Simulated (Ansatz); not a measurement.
**What a change of settings does: BeTe (zincblende type)**

First run: DFT, PBE, all-electron LAPW, scalar-relativistic (Ansatz 0.2.0).

Command: `ansatz run input.yaml --threads 1 --pin off --max-ram 2048MiB --backend cpu --events-out ev --progress --plain --runs-dir out` It took 24 s on 1 thread of Arm Neoverse V2, on a shared host, peak memory 0.35 GiB.

```yaml
crystal:
  lattice:
    - [0.0, 2.2479732024, 2.2479732024]
    - [2.2479732024, 0.0, 2.2479732024]
    - [2.2479732024, 2.2479732024, 0.0]
  atoms:
    - { symbol: Be, position: [0.0, 0.0, 0.0] }
    - { symbol: Te, position: [0.25, 0.25, 0.25] }
kpoints:
  mp_grid: { grid: [13, 13, 13] }
  band_path:
    path:
      - [0.0, 0.0, 0.0]
      - [-0.5, -0.5, 0.0]
      - [-0.375, -0.375, 0.25]
      - [-0.375, 0.0, 0.375]
      - [0.0, 0.0, 0.0]
      - [0.0, 0.0, 0.5]
      - [-0.5, -0.25, 0.25]
      - [-0.5, -0.5, 0.0]
    npoints: 8
scf:
  occupations: { method: fermi_dirac, width: 0.1 }
hamiltonian:
  xc: pbe
  pseudopotentials: { kind: all_electron, lapw: { basis_error: 0.001 } }
output:
  forces: true
  stress: true
  eigenvalues: true
  populations: true
  dos: { projected: true, de: 0.2, e_range: [-14, 8] }
```

The cell comes from a relaxation on PAW files under the same functional, begun from a prototype that needn't be the stable phase.

This run: volume at 0.5 of the series' base cell.

It converges in 6 SCF iterations at a pressure of 151.5 GPa.

The input is then changed:

```diff
   populations: true
-  dos: { projected: true, de: 0.2, e_range: [-14, 8] }
+basis:
+  xc_grid: 4
```

Task: What does the second run give?

Result: It converges in 6 SCF iterations at a pressure of 151.5 GPa, free energy 0.0 meV/atom against the first run's.
